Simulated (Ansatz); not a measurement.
Set up this calculation in Ansatz 0.2.0, as the native input.

```
Task                  : relaxation of cell and atoms
Functional            : r2SCAN
Potentials or basis   : Ansatz PAW
Cutoff                : 500 eV (not typed: the program's choice for these potentials)
k mesh                : 8 × 8 × 8
Occupations           : fermi-dirac, width 0.05 eV
Spin                  : no spin polarisation
Target pressure       : 30 GPa
Target pressure (GPa) : 30
```

Crystal: Al2Au.

```
CELL_PARAMETERS angstrom
0.00000 3.00000 3.00000
3.00000 0.00000 3.00000
3.00000 3.00000 0.00000
ATOMIC_POSITIONS crystal
Au 0.00000 0.00000 0.00000
Al 0.75000 0.75000 0.75000
Al 0.25000 0.25000 0.25000
```

The input as run:

input.yaml

```yaml
crystal:
  lattice:
    - [0.0, 3.0, 3.0]
    - [3.0, 0.0, 3.0]
    - [3.0, 3.0, 0.0]
  atoms:
    - { symbol: Au, position: [0.0, 0.0, 0.0] }
    - { symbol: Al, position: [0.75, 0.75, 0.75] }
    - { symbol: Al, position: [0.25, 0.25, 0.25] }
hamiltonian:
  xc: r2scan
  pseudopotentials: { kind: paw }
kpoints:
  mp_grid: { grid: [8, 8, 8] }
scf:
  occupations: { method: fermi_dirac, width: 0.05 }
output:
  forces: true
  stress: true
  eigenvalues: true
relax:
  f_tol: 0.01
  max_steps: 40
  cell: { stress_tol: 0.05, p_target: 30.0 }
```

Potentials or basis: Ansatz PAW.

Command:

```sh
$ ansatz run input.yaml --threads 2 --pin off --max-ram 5632MiB --backend cpu --events-out ev --progress --plain --runs-dir out
```

It gave:

```json
{
 "Relaxed volume": "15.24 Å³/atom",
 "Relaxed cell": "a = 4.013 Å, b = 4.013 Å, c = 4.013 Å, α = 60.00°, β = 60.00°, γ = 60.00°",
 "Space group after relaxing (to 0.05 Å)": "Fm-3m (No. 225)",
 "Energy change on relaxing (the enthalpy is what falls)": "+226.3 meV/atom",
 "Ionic steps": "5",
 "Pressure after relaxing": "30.0 GPa",
 "Band gap on the k mesh": "none (metal or under the smearing width)"
}
```

Caveat: the volume moved by over 15 % at a fixed basis, so the end points are rough; the plane-wave basis is chosen anew once the cell has moved, so the energies of steps on either side of that aren't comparable; the PAW data sets come from PBE, with cores solved anew for the run's functional, which leaves a small shift of forces and pressure.

It took 12 s on 2 threads of Arm Neoverse V1, with other jobs on the host, peak memory 0.48 GiB.
